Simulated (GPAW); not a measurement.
MnS:

```
Mn S
1.0
     0.00000    2.60450    2.60450
     2.60450    0.00000    2.60450
     2.60450    2.60450    0.00000
Mn S
1 1
Direct
  0.00000 0.00000 0.00000
  0.50000 0.50000 0.50000
```

```yaml
Program: GPAW 26.7.0
Task: relaxation of cell and atoms
Functional: BLYP
Dispersion: D3(BJ)
Potentials_or_basis: PAW data sets generated in the run's folder for this functional
Cutoff: 600 eV
Basis: pw
k_mesh: 9 × 9 × 9
Occupations: fermi-dirac, width 0.05 eV
Spin: collinear spin, ferromagnetic start
Starting_moments: "[4.0, 0.0] μB"
```

At the start: pressure -7.2 GPa; volume 17.67 Å³/atom.

**Question.** Where does the relaxation end?

**Answer.** Over 27 steps the energy falls by 60.5 meV/atom and the volume is 15.82 Å³/atom (-10.4 %); space group Fm-3m (No. 225, to 0.05 Å); moment 4.11 μB per cell.

Step by step:
| step | energy change (eV) | largest force (eV/Å) | pressure (GPa) | volume (Å³) |
| --- | --- | --- | --- | --- |
| 1 | 0.0000 | 0.0000 | -7.17 | 35.33 |
| 2 | -0.0248 | 0.0000 | -6.61 | 34.74 |
| 3 | 0.5287 | 0.0000 | 4.85 | 29.48 |
| 4 | -0.0851 | 0.0000 | 86.46 | 31.40 |
| 5 | 0.5321 | 0.0000 | 5.22 | 29.38 |
| 6 | 0.5362 | 0.0000 | 5.64 | 29.26 |
| 7 | 0.4885 | 0.0000 | 39.94 | 30.96 |
| 8 | 0.5462 | 0.0000 | 6.53 | 29.01 |
| 9 | 0.5617 | 0.0000 | 7.57 | 28.67 |
| 10 | -0.0957 | 0.0000 | 64.52 | 31.42 |
| 11 | 0.5777 | 0.0000 | 8.39 | 28.36 |
| 12 | 0.5990 | 0.0000 | 9.35 | 27.98 |
| 13 | -0.0982 | 0.0000 | -4.58 | 32.57 |
| 14 | 0.5044 | 0.0000 | 6.72 | 30.82 |
| 15 | -0.1178 | 0.0000 | -3.82 | 31.82 |
| 16 | -0.1043 | 0.0000 | 45.82 | 31.45 |
| 17 | -0.1185 | 0.0000 | -3.65 | 31.79 |
| 18 | -0.1191 | 0.0000 | -3.44 | 31.77 |
| 19 | -0.0537 | 0.0000 | 144.83 | 31.36 |
| 20 | -0.1193 | 0.0000 | -3.34 | 31.76 |
| 21 | -0.1195 | 0.0000 | -3.23 | 31.75 |
| 22 | -0.1102 | 0.0000 | 32.21 | 31.47 |
| 23 | -0.1200 | 0.0000 | -2.86 | 31.72 |
| 24 | -0.1204 | 0.0000 | -2.46 | 31.70 |
| 25 | -0.1203 | 0.0000 | 4.74 | 31.58 |
| 26 | -0.1209 | 0.0000 | -1.17 | 31.66 |
| 27 | -0.1210 | 0.0000 | -0.45 | 31.64 |

Final structure:
```yaml
crystal:
  lattice:
    - [0.00000, 2.51046, 2.51046]
    - [2.51046, 0.00000, 2.51046]
    - [2.51046, 2.51046, 0.00000]
  atoms:
    - { symbol: Mn, position: [0.00000, 0.00000, 0.00000] }
    - { symbol: S, position: [0.50000, 0.50000, 0.50000] }
```

Caveat: each step starts from the last one's moments, so a moment once lost doesn't come back; later steps reuse the first step's grids; the volume moved by -10 % from the deposited cell, more than functionals usually miss; a cell with one magnetic atom can't hold antiferromagnetic order, which such compounds often take; pairwise dispersion overbinds metals, which lowers pressure and volume.
